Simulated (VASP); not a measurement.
Runs of VASP 6.6.1 on HgSe. It takes space group F-43m (No. 216, cubic). The conventional cell has a = 6.134 Å, b = 6.134 Å, c = 6.134 Å, α = 90.00°, β = 90.00°, γ = 90.00°. Around Hg (site symmetry -43m) lie 4 Se at 2.66 Å. Se (site symmetry -43m) has 4 Hg at 2.66 Å as nearest neighbours. 

| task | cell | k mesh | cutoff (eV) | smearing | gap on the mesh (eV) | pressure (GPa) | relaxed volume (Å³/atom) |
| --- | --- | --- | --- | --- | --- | --- | --- |
| relaxation of cell and atoms | relaxed from: cell and atoms relaxed tightly for response | 12 × 12 × 12 | 600 | fermi-dirac 0.15 eV | none | 0.0 | (a) |
| single point | F-43m, 28.85 Å³/atom | 12 × 12 × 12 | 520 | gaussian 0.1 eV | none | 0.3 | - |
| relaxation of cell and atoms | relaxed | 12 × 12 × 12 | 600 | gaussian 0.1 eV | none | 0.0 | 29.00 |
| single point | cell and atoms relaxed tightly for response | 12 × 12 × 12 | 520 | fermi-dirac 0.15 eV | none | 0.3 | - |
| single point | F-43m, 28.07 Å³/atom | 6 × 6 × 6 | 520 | gaussian 0.1 eV | none | 1.9 | - |

Alike in all rows: level PBEsol; potentials or basis VASP PAW PBE potentials, release 64 (Hg, Se); no spin polarisation.

Estimate the missing entries.

(a) 29.04.

Caveats: the PAW data sets were made with another functional, which shifts forces and pressure a little.

A k mesh can miss the band edges, and the runs leave out spin-orbit coupling on Hg, Se.

A gap of «none» marks a metal or a gap under the smearing width.
